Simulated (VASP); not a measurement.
# HgTe (Coloradoite) (F-43m) in VASP: a series of runs

Runs on HgTe (Coloradoite). Level: PBE. Tasks: phonons, elastic constants.

All numbers are computed with VASP 6.6.1; they aren't measurements. Logs are shortened: lines on timing, memory, paths and dates and some standing lists are left out, and cuts for length are marked.

## Step 1: The crystal as given

It takes space group F-43m (No. 216, cubic). The conventional cell has a = 6.429 Å, b = 6.429 Å, c = 6.429 Å, α = 90.00°, β = 90.00°, γ = 90.00°. Hg (site symmetry -43m) is surrounded by 4 Te at 2.78 Å. Te (site symmetry -43m) is surrounded by 4 Hg at 2.78 Å.

## Step 2: Phonons, PBE

Input file POSCAR:

```
HgTe
1.0
    0.0000000000      3.2145000000      3.2145000000
    3.2145000000      0.0000000000      3.2145000000
    3.2145000000      3.2145000000      0.0000000000
Hg Te
1 1
Direct
    0.0000000000      0.0000000000      0.0000000000
    0.7500000000      0.7500000000      0.7500000000
```

Input file INCAR.step1:

```
  ALGO = Fast
  EDIFF = 1E-8
  EDIFFG = -0.002
  ENCUT = 600
  GGA = PE
  IBRION = 2
  ISIF = 3
  ISMEAR = -1
  LASPH = True
  LCHARG = False
  LREAL = False
  LWAVE = False
  NELM = 80
  NSW = 40
  PREC = Accurate
  SIGMA = 0.05
```

Input file INCAR.step2:

```
  ALGO = Fast
  EDIFF = 1E-8
  ENCUT = 600
  GGA = PE
  IBRION = 8
  ISIF = 2
  ISMEAR = -1
  LASPH = True
  LCHARG = False
  LREAL = False
  LWAVE = False
  NELM = 80
  NSW = 1
  PREC = Accurate
  SIGMA = 0.05
```

Input file KPOINTS:

```
k-points
0
Gamma
  5 5 5
```

Potentials or basis: VASP PAW PBE potentials, release 64 (Hg, Te).

The run is started by

```
cat potpaw_PBE.64/Hg/POTCAR potpaw_PBE.64/Te/POTCAR > POTCAR
cp INCAR.step1 INCAR
mpirun -np 1 vasp_std > vasp.out
cp CONTCAR POSCAR
cp INCAR.step2 INCAR
mpirun -np 1 vasp_std > vasp.out
```

OUTCAR:

```text
EDIFF = 1E-8
   ENCUT = 600
   GGA = PE
   IBRION = 8
   ISIF = 2
   ISMEAR = -1
   LASPH = True
   LREAL = False
   NELM = 80
   NSW = 1
   PREC = Accurate

 ion  position               nearest neighbor table
   1  0.000  0.000  0.000-   2 2.89   2 2.89   2 2.89   2 2.89
   2  0.750  0.750  0.750-   1 2.89   1 2.89   1 2.89   1 2.89

  LATTYP: Found a face centered cubic cell.
 ALAT       =     6.6626499045

  Lattice vectors:

 A1 = (   0.0000000000,   3.3313249523,   3.3313249523)
 A2 = (   3.3313249523,   0.0000000000,   3.3313249523)
 A3 = (   3.3313249523,   3.3313249523,   0.0000000000)

Analysis of symmetry for initial positions (statically):
=====================================================================
 Subroutine PRICEL returns:
 Original cell was already a primitive cell.

 Routine SETGRP: Setting up the symmetry group for a
 face centered cubic supercell.

 Subroutine GETGRP returns: Found 24 space group operations
 (whereof 24 operations were pure point group operations)
 out of a pool of 48 trial point group operations.

The static configuration has the point symmetry T_d .

Analysis of symmetry for dynamics (positions and initial velocities):
=====================================================================
 Subroutine PRICEL returns:
 Original cell was already a primitive cell.

 Routine SETGRP: Setting up the symmetry group for a
 face centered cubic supercell.

 Subroutine GETGRP returns: Found 24 space group operations
 (whereof 24 operations were pure point group operations)
 out of a pool of 48 trial point group operations.

The dynamic configuration has the point symmetry T_d .

 Subroutine INISYM returns: Found 24 space group operations
 (whereof 24 operations are pure point group operations),
 and found     1 'primitive' translations

----------------------------------------------------------------------------------------

                                     Primitive cell

  volume of cell :      73.9403

  direct lattice vectors                    reciprocal lattice vectors
     0.000000000  3.331324952  3.331324952    -0.150090432  0.150090432  0.150090432
     3.331324952  0.000000000  3.331324952     0.150090432 -0.150090432  0.150090432
     3.331324952  3.331324952  0.000000000     0.150090432  0.150090432 -0.150090432

  length of vectors
     4.711204928  4.711204928  4.711204928     0.259964253  0.259964253  0.259964253

  position of ions in fractional coordinates (direct lattice)
     0.000000000  0.000000000  0.000000000
     0.750000000  0.750000000  0.750000000

  ion indices of the primitive-cell ions
   primitive index   ion index
                 1           1
                 2           2

----------------------------------------------------------------------------------------

 KPOINTS: k-points

Automatic generation of k-mesh.
 Grid dimensions read from file:
 generate k-points for:    5    5    5

 Generating k-lattice:

  Cartesian coordinates                     Fractional coordinates (reciprocal lattice)
    -0.030018086  0.030018086  0.030018086     0.200000000  0.000000000  0.000000000
     0.030018086 -0.030018086  0.030018086     0.000000000  0.200000000  0.000000000
     0.030018086  0.030018086 -0.030018086     0.000000000  0.000000000  0.200000000

  Length of vectors
     0.051992851  0.051992851  0.051992851

  Shift w.r.t. Gamma in fractional coordinates (k-lattice)
     0.000000000  0.000000000  0.000000000

 Subroutine IBZKPT returns following result:
 ===========================================

 Found     10 irreducible k-points:

 Following reciprocal coordinates:
            Coordinates               Weight
  0.000000  0.000000  0.000000      1.000000
  0.200000  0.000000  0.000000      8.000000
  0.400000  0.000000  0.000000      8.000000
  0.200000  0.200000  0.000000      6.000000
  0.400000  0.200000  0.000000     24.000000
 -0.400000  0.200000  0.000000     24.000000
 -0.200000  0.200000  0.000000     12.000000
  0.400000  0.400000  0.000000      6.000000
 -0.400000  0.400000  0.000000     12.000000
 -0.400000  0.400000  0.200000     24.000000
   k-points           NKPTS =     10   k-points in BZ     NKDIM =     10   number of bands    NBANDS=     13
   number of dos      NEDOS =    301   number of ions     NIONS =      2
   total plane-waves  NPLWV =  64000
   dimension x,y,z NGX =    40 NGY =   40 NGZ =   40
   dimension x,y,z NGXF=    80 NGYF=   80 NGZF=   80
   ions per type =               1   1
[... 21 lines left out ...]
   TEBEG  =    0.0;   TEEND  =   0.0 temperature during run
   PSTRESS=    0.0 pullay stress
   NELECT =      18.0000    total number of electrons
   NUPDOWN=      -1.0000    fix difference up-down
   EMIN   =  10.00;   EMAX   =-10.00  energy-range for DOS
   EFERMI =   0.00;   METHOD = LEGACY
   ISMEAR =    -1;   SIGMA  =   0.05  broadening in eV -4-tet -1-fermi 0-gaus
   EFERMI_NEDOS =   21; number of points for ismear=-14 and -15
   IALGO  =     68    algorithm
   IMIX   =      4    mixing-type and parameters
     AMIX     =   0.40;   BMIX     =  1.00
     AMIX_MAG =   1.60;   BMIX_MAG =  1.00
  volume/ion in A,a.u.               =      36.97       249.49
  Fermi-wavevector in a.u.,A,eV,Ry     =   1.022207  1.931690 14.216813  1.044906
  Thomas-Fermi vector in A             =   2.155873
   LORBIT       =      0    0 simple, 1 ext, 2 COOP (PROOUT), +10 PAW based schemes
   GGA     = PE    functional components
   LHFCALC =     F    Hartree Fock is set to
   AEXX    =    0.0000 exact exchange contribution
   IVDW    =     0    specifies the selected vdW correction
   LEPSILON=     F    determine dielectric tensor
   LRPA    =     F    only Hartree local field effects (RPA)
 non-spin polarized calculation
 RMM-DIIS sequential band-by-band and
  energy-cutoff  :      600.00
  volume of cell :       73.94
 maximum number of plane-waves:      2501
 NGX is ok and might be reduce to    40
   NGX = 19   NGY = 19   NGZ = 19

--------------------------------------- Ionic step        1  -------------------------------------------

 number of electron      18.0000003 magnetization

 Free energy of the ion-electron system (eV)
  ---------------------------------------------------
  ext. energy  EPLUGINS =         0.00000000
  ---------------------------------------------------
  free energy    TOTEN  =        -3.62648566 eV

  energy without entropy =       -3.62487914  energy(sigma->0) =       -3.62568240

 E-fermi :   2.2303     XC(G=0):  -8.3280

 val. band max:        2.1946435971   @ k =   0.0000   0.0000   0.0000
 cond. band min:       2.9236507371   @ k =   0.4000   0.0000   0.0000
 fundamental gap:      0.7290071400
 Fermi energy:         2.2302953605

 k-point     1 :       0.0000    0.0000    0.0000
  band No.  band energies     occupation
      1      -9.1836      2.00000
      2      -4.6813      2.00000
      3      -4.6813      2.00000
      4      -4.6813      2.00000
      5      -4.2564      2.00000
      6      -4.2564      2.00000
      7       1.2536      2.00000
      8       2.1946      1.34214
      9       2.1946      1.34214
     10       2.1946      1.34214
     11       6.5680      0.00000
     12       6.5680      0.00000
     13       6.5680      0.00000
[... 132 lines left out ...]
      2      -4.5046      2.00000
      3      -4.4935      2.00000
      4      -4.3253      2.00000
      5      -4.2466      2.00000
      6      -3.9222      2.00000
      7      -2.5944      2.00000
      8      -0.0980      2.00000
      9       0.4811      2.00000
     10       4.8116      0.00000
     11       6.5037      0.00000
     12       7.4267      0.00000
     13       9.4745      0.00000

------------------------ aborting loop because EDIFF is reached ----------------------------------------

  FORCE on cell =-STRESS in cart. coord.  units (eV):
  Direction    XX          YY          ZZ          XY          YZ          ZX
  --------------------------------------------------------------------------------------
  -------------------------------------------------------------------------------------
  Total        0.0094969      0.0094969      0.0094969     -0.0000000     -0.0000000     -0.0000000
  in kB        0.2057832      0.2057832      0.2057832     -0.0000000     -0.0000000     -0.0000000
  external PRESSURE =       0.2057832 kB  Pullay stress =       0.0000000 kB

 VOLUME and BASIS-vectors are now :
 -----------------------------------------------------------------------------
  energy-cutoff  :      600.00
  volume of cell :       73.94
      direct lattice vectors                 reciprocal lattice vectors
     0.000000000  3.331324952  3.331324952    -0.150090432  0.150090432  0.150090432
     3.331324952  0.000000000  3.331324952     0.150090432 -0.150090432  0.150090432
     3.331324952  3.331324952  0.000000000     0.150090432  0.150090432 -0.150090432

 POSITION                                       TOTAL-FORCE (eV/Angst)
 -----------------------------------------------------------------------------------
      0.00000      0.00000      0.00000         0.000000      0.000000      0.000000
      4.99699      4.99699      4.99699        -0.000000     -0.000000     -0.000000
 -----------------------------------------------------------------------------------
    total drift:                                0.000000      0.000000      0.000000

  FREE ENERGIE OF THE ION-ELECTRON SYSTEM (eV)
  ---------------------------------------------------
  free  energy   TOTEN  =        -3.6264856583 eV

  energy  without entropy=       -3.6248791355  energy(sigma->0) =       -3.62568240

[... ionic steps 2 to 3 ...]

--------------------------------------- Ionic step        4  -------------------------------------------

------------------------ aborting loop because EDIFF is reached ----------------------------------------

[... ionic steps 5 to 6 ...]

--------------------------------------- Ionic step        7  -------------------------------------------

 Free energy of the ion-electron system (eV)
  ---------------------------------------------------
  ---------------------------------------------------
  free energy    TOTEN  =        -0.04854476 eV

  energy without entropy =       -0.04854476

------------------------ aborting loop because EDIFF is reached ----------------------------------------

 INTERNAL STRAIN TENSOR  FOR ION    2  DIRECTION 1   (eV/Angst):
 -----------------------------------------------------------------------------
    -0.00118 -0.00000  0.00000
     0.00000  0.00601  3.16183
     0.00000  3.16183  0.00601

 INTERNAL STRAIN TENSOR FOR ION    2 for displacements in x,y,z  (eV/Angst):
          X           Y           Z          XY          YZ          ZX
  --------------------------------------------------------------------------------
  x    -0.00000     0.00000     0.00000     0.00000     3.16183     0.00000
  y     0.00000     0.00000     0.00000     0.00000     0.00000     3.16183
  z     0.00000     0.00000    -0.00000     3.16183     0.00000     0.00000

 SECOND DERIVATIVES (NOT SYMMETRIZED)
 ------------------------------------
               1X          1Y          1Z          2X          2Y          2Z
  1X    -2.647529    0.000000    0.000000    2.647529    0.000000    0.000000
  1Y     0.000000   -2.647529    0.000000    0.000000    2.647529    0.000000
  1Z     0.000000    0.000000   -2.647529    0.000000    0.000000    2.647529
  2X     2.637844    0.000000    0.000000   -2.637844    0.000000    0.000000
  2Y     0.000000    2.637844    0.000000    0.000000   -2.637844    0.000000
  2Z     0.000000    0.000000    2.637844    0.000000    0.000000   -2.637844

 Eigenvectors and eigenvalues of the dynamical matrix
 ----------------------------------------------------

   1 f  =    2.877186 THz    18.077891 2PiTHz   95.972585 cm-1    11.899079 meV
             X         Y         Z           dx          dy          dz
      0.000000  0.000000  0.000000    -0.624236   -0.000000   -0.000000
      4.996987  4.996987  4.996987     0.781236    0.000000   -0.000000
[... 21 lines left out ...]
   6 f/i=    0.002571 THz     0.016154 2PiTHz    0.085759 cm-1     0.010633 meV
             X         Y         Z           dx          dy          dz
      0.000000  0.000000  0.000000     0.720000    0.282507   -0.110085
      4.996987  4.996987  4.996987     0.575307    0.225733   -0.087962

--------------------------------------------------------------------------------------------------------

 ELASTIC MODULI CONTR FROM IONIC RELAXATION (kBar)
 Direction    XX          YY          ZZ          XY          YZ          ZX
 --------------------------------------------------------------------------------
 XX          -0.0000     -0.0000     -0.0000     -0.0000     -0.0000     -0.0000
 YY          -0.0000     -0.0000     -0.0000     -0.0000     -0.0000     -0.0000
 ZZ          -0.0000     -0.0000     -0.0000     -0.0000     -0.0000     -0.0000
 XY          -0.0000     -0.0000     -0.0000    -88.3608      0.0000     -0.0000
 YZ          -0.0000     -0.0000     -0.0000      0.0000    -88.3608      0.0000
 ZX          -0.0000     -0.0000     -0.0000     -0.0000      0.0000    -88.3608
 --------------------------------------------------------------------------------
```

Wall time 1.8 min (1 thread of Intel Xeon 6975P-C (Granite Rapids), shared host); peak memory 0.34 GiB.

Results:

```yaml
Relaxed_volume: 36.97 Å³/atom
Relaxed_cell: a = 4.711 Å, b = 4.711 Å, c = 4.711 Å, α = 60.00°, β = 60.00°, γ = 60.00°
Space_group_after_relaxing_to_0.05_Å: F-43m (No. 216)
Highest_phonon_frequency_at_Γ_LO-TO_splitting_left_out: 96 cm⁻¹
```

The path:
```
step  energy change (eV)  largest force (eV/Å)  pressure (GPa)  volume (Å³)
   1              0.0000                0.0000            4.82        66.43
   2             -0.0924                0.0000           -1.06        76.51
   3             -0.1011                0.0000            0.02        73.90
   4             -0.1011                0.0000           -0.05        74.05
   5             -0.1012                0.0000            0.00        73.94
```

Final structure:
```yaml
crystal:
  lattice:
    - [0.00000, 3.33132, 3.33132]
    - [3.33132, 0.00000, 3.33132]
    - [3.33132, 3.33132, 0.00000]
  atoms:
    - { symbol: Hg, position: [0.00000, 0.00000, 0.00000] }
    - { symbol: Te, position: [0.75000, 0.75000, 0.75000] }
```

Phonon frequencies in cm⁻¹ (negative: imaginary):
```csv
q point,frequencies
"(0.000, 0.000, 0.000)",0 0 0 96 96 96
```

Spin-orbit coupling is left out, which matters for the levels of Hg, Te.

## Step 3: Elastic constants, PBE

POSCAR is that of step 2.

Input file INCAR.step1:

```
  ALGO = Fast
  EDIFF = 1E-8
  EDIFFG = -0.002
  ENCUT = 600
  GGA = PE
  IBRION = 2
  ISIF = 3
  ISMEAR = -1
  LASPH = T
  LCHARG = F
  LREAL = F
  LWAVE = F
  NELM = 60
  NSW = 40
  PREC = Accurate
  SIGMA = 0.05
```

Input file INCAR.step2:

```
  ALGO = Fast
  EDIFF = 1E-8
  ENCUT = 600
  GGA = PE
  IBRION = 6
  ISIF = 3
  ISMEAR = -1
  LASPH = T
  LCHARG = F
  LREAL = F
  LWAVE = F
  NELM = 60
  NFREE = 2
  NSW = 1
  POTIM = 0.015
  PREC = Accurate
  SIGMA = 0.05
```

KPOINTS is that of step 2.

Potentials or basis: VASP PAW PBE potentials, release 64 (Hg, Te).

The run is started by

```
cat potpaw_PBE.64/Hg/POTCAR potpaw_PBE.64/Te/POTCAR > POTCAR
cp INCAR.step1 INCAR
mpirun -np 1 vasp_std > vasp.out
cp CONTCAR POSCAR
cp INCAR.step2 INCAR
mpirun -np 1 vasp_std > vasp.out
```

It took 5.1 min on 1 thread of Intel Xeon 6975P-C (Granite Rapids), shared host; peak memory 0.3 GiB.

The run converged. Its results:

```
Relaxed volume                                          : 36.97 Å³/atom
Relaxed cell                                            : a = 4.711 Å, b = 4.711 Å, c = 4.711 Å, α = 60.00°, β = 60.00°, γ = 60.00°
Space group after relaxing (to 0.05 Å)                  : F-43m (No. 216)
Elastic constants C11, C12, C44                         : 43, 29, 18 GPa
Voigt bulk modulus                                      : 34 GPa
Highest phonon frequency at Γ, LO-TO splitting left out : 96 cm⁻¹
```

Step by step:
```csv
step,energy change (eV),largest force (eV/Å),pressure (GPa),volume (Å³)
1,0.0000,0.0000,4.82,66.43
2,-0.0924,0.0000,-1.06,76.51
3,-0.1011,0.0000,0.02,73.90
4,-0.1011,0.0000,-0.05,74.05
5,-0.1012,0.0000,0.00,73.94
```

Final structure:
```cif
data_structure
_symmetry_space_group_name_H-M 'P 1'
_symmetry_Int_Tables_number 1
_cell_length_a 4.7112
_cell_length_b 4.7112
_cell_length_c 4.7112
_cell_angle_alpha 60.000
_cell_angle_beta 60.000
_cell_angle_gamma 60.000
_cell_volume 73.94
loop_
_atom_site_label
_atom_site_type_symbol
_atom_site_fract_x
_atom_site_fract_y
_atom_site_fract_z
_atom_site_occupancy
Hg1 Hg 0.00000 0.00000 0.00000 1
Te1 Te 0.75000 0.75000 0.75000 1
```

Phonon frequencies in cm⁻¹ (negative: imaginary):
```tsv
q point	frequencies
(0.000, 0.000, 0.000)	0 0 0 96 96 96
```

Elastic tensor in Voigt notation (GPa, in the Cartesian axes of the cell as first typed):
```
43 29 29  0  0  0
29 43 29  0  0  0
29 29 43  0  0  0
 0  0  0 18  0  0
 0  0  0  0 18  0
 0  0  0  0  0 18
```

Clamped-ion elastic tensor (GPa):
```
43 29 29  0  0  0
29 43 29  0  0  0
29 29 43  0  0  0
 0  0  0 28  0  0
 0  0  0  0 28  0
 0  0  0  0  0 28
```

## Step 4: For comparison

An earlier run on the cell as given: functional PBE; potentials or basis VASP PAW PBE potentials, release 64 (Hg, Te); cutoff 520 eV; k mesh 7 × 7 × 7; occupations fermi-dirac, width 0.05 eV; no spin polarisation.

- Pressure: 4.6 GPa
- Band gap on the k mesh: none (metal or under the smearing width)
